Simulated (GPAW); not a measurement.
# HfC: band structure with r2SCAN

Crystal: HfC.

```
CELL_PARAMETERS angstrom
0.00000 2.32500 2.32500
2.32500 0.00000 2.32500
2.32500 2.32500 0.00000
ATOMIC_POSITIONS crystal
Hf 0.50000 0.50000 0.50000
C 0.00000 0.00000 0.00000
```

```yaml
Program: GPAW 26.7.0
Task: band structure
Functional: r2SCAN
Potentials_or_basis: GPAW PAW data sets (gpaw-data 1.2.1)
Cutoff: 800 eV
Basis: pw
k_mesh: 7 × 7 × 7
Occupations: fermi-dirac, width 0.05 eV
Spin: spin-orbit coupling, no magnetisation
Maxiter: 150
Band_path: GXWKGLUWLK,UX
Band_points: 60
spin_axis_theta_degrees: 54.7
spin_axis_phi_degrees: 45
Soc_after_scf: second variation without the xc potential
```

```
Pressure                : -0.2 GPa
Band gap along the path : none (metal or under the smearing width)
```

Levels at the corners of the path, in eV from the Fermi level:
```
point  band 14  band 15  band 16  band 17  band 18  band 19
    Γ     1.13     1.13     1.13     1.50     1.50     1.50
    X    -1.62    -0.27    -0.27     0.14     0.14     5.38
    W    -3.10    -2.45    -2.45     3.93     3.93     4.00
    K    -2.79    -1.71    -1.71     1.82     1.82     6.01
    Γ     1.13     1.13     1.13     1.50     1.50     1.50
    L    -3.19    -3.11    -3.11     5.56     5.56     5.57
    U    -2.79    -1.71    -1.71     1.82     1.82     6.01
    W    -3.10    -2.45    -2.45     3.93     3.93     4.00
    L    -3.19    -3.11    -3.11     5.56     5.56     5.57
    K    -2.79    -1.71    -1.71     1.82     1.82     6.01
    U    -2.79    -1.71    -1.71     1.82     1.82     6.01
    X    -1.62    -0.27    -0.27     0.14     0.14     5.38
```

Run time: 58 s on 1 thread of Intel(R) Xeon(R) Platinum 8488C (Sapphire Rapids) (shared host), peak memory 0.38 GiB.

Caveat: spin-orbit coupling was added after a scalar SCF, so levels and gaps hold it while energy, forces, pressure and moments don't; this program's spin-orbit splittings come out too wide for heavy elements; the PAW data sets were made with another functional, which shifts forces and pressure a little.
